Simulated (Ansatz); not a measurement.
## Mechanical response of ZnS (P6_3mc)

```
CELL_PARAMETERS angstrom
3.78158 0.00000 0.00000
-1.89079 3.27494 0.00000
0.00000 0.00000 6.20896
ATOMIC_POSITIONS crystal
Zn 0.33333 0.66667 0.00544
Zn 0.66667 0.33333 0.50544
S 0.33333 0.66667 0.37956
S 0.66667 0.33333 0.87956
```

The conventional cell has a = 3.782 Å, b = 3.782 Å, c = 6.209 Å, α = 90.00°, β = 90.00°, γ = 120.00°. Zn (atom 1) is surrounded by 4 S at 2.32 Å. S (atom 3) is surrounded by 4 Zn at 2.32 Å.

Computed, not measured; unless marked otherwise by PBEsol, all-electron LAPW in Ansatz 0.2.0, scalar-relativistic. k mesh 8×8×4, fixed occupations, basis error target 1 meV/atom. The cell was relaxed by PAW under this functional.

The cell is hexagonal and carries a residual pressure of 0.01 GPa at this level. Each strain component that symmetry leaves independent is applied at ±0.008, the ions relax wherever a strain frees them, and the stress (tension positive, GPa) is read. Shears are engineering strains, γ = 2ε.

```
strain    size      σxx      σyy      σzz      σyz     σxz     σxy
    xx  -0.008  -1.0535  -0.5126  -0.3621   0.0000  0.0000  0.0000
    xx  +0.008   0.9698   0.4404   0.3763   0.0000  0.0000  0.0000
    zz  -0.008  -0.4085  -0.4085  -1.2018   0.0000  0.0000  0.0000
    zz  +0.008   0.3307   0.3307   1.1997   0.0000  0.0000  0.0000
    yz  -0.008  -0.0270  -0.0237   0.0147  -0.2291  0.0000  0.0000
    yz  +0.008  -0.0270  -0.0237   0.0147   0.2291  0.0000  0.0000
```

A central difference gives one constant, for example C11 ≈ (0.9698 − (-1.0535))/(0.016) = 126.5 GPa; the program then imposes the crystal's symmetry on the whole matrix.

Task: What are the independent elastic constants?

Result: C11 = 126.5, C12 = 59.6, C13 = 46.2, C33 = 150.1, C44 = 28.6 GPa.

Task: Is the crystal stable against homogeneous strain?

Result: The least eigenvalue of the 6×6 matrix is 28.6 GPa, so yes.

Task: What moduli does a random aggregate of grains have?

Result: Voigt and Reuss bounds: B from 78.5 to 78.5 and G from 33.4 to 34.9 GPa; their means are B = 78.5 and G = 34.2 GPa. Then E = 9BG/(3B + G) = 89.5 GPa, ν = (3B − 2G)/(6B + 2G) = 0.310 and B/G = 2.30, on the ductile side of Pugh's 1.75 (a rule of thumb, made for metals; it doesn't predict ductility here).

Task: With the density of 4.208 g/cm³, how fast does sound travel, and what Debye temperature follows?

Result: 

| direction | slow (m/s) | middle (m/s) | fast (m/s) |
| --- | --- | --- | --- |
| x | 2608 | 2819 | 5482 |
| y | 2608 | 2819 | 5482 |
| z | 2608 | 2608 | 5972 |

The mean of v⁻³ over directions and branches gives v_m = 3173 m/s and θ_D = (ħ/k_B) v_m (6π²n)^(1/3) = 353 K, n being atoms per volume. Young's modulus spans 80 to 127 GPa over directions, and the universal anisotropy index is 0.22.

Task: How far do the constants move if PAW replaces LAPW in the same cell?

Result: 

| constant | LAPW (GPa) | PAW (GPa) | difference |
| --- | --- | --- | --- |
| C11 | 126.5 | 126.4 | -0.1 |
| C12 | 59.6 | 59.6 | 0.0 |
| C13 | 46.2 | 46.3 | 0.1 |
| C33 | 150.1 | 150.1 | 0.0 |
| C44 | 28.6 | 28.6 | 0.0 |

Task: How do the constants change if the ions are clamped to the homogeneous strain?

Result: Clamped values, with the change against relaxed ions: C11 = 160.1 (+33.6), C12 = 45.2 (-14.3), C13 = 28.9 (-17.3), C33 = 181.5 (+31.4), C44 = 38.3 (+9.7) GPa.

Limits of these numbers: constants at zero field, no piezoelectric stiffening; wurtzite ZnS is metastable at ambient conditions; the frozen-core PAW files of the compared runs were fitted under PBE, their cores solved anew for this functional.
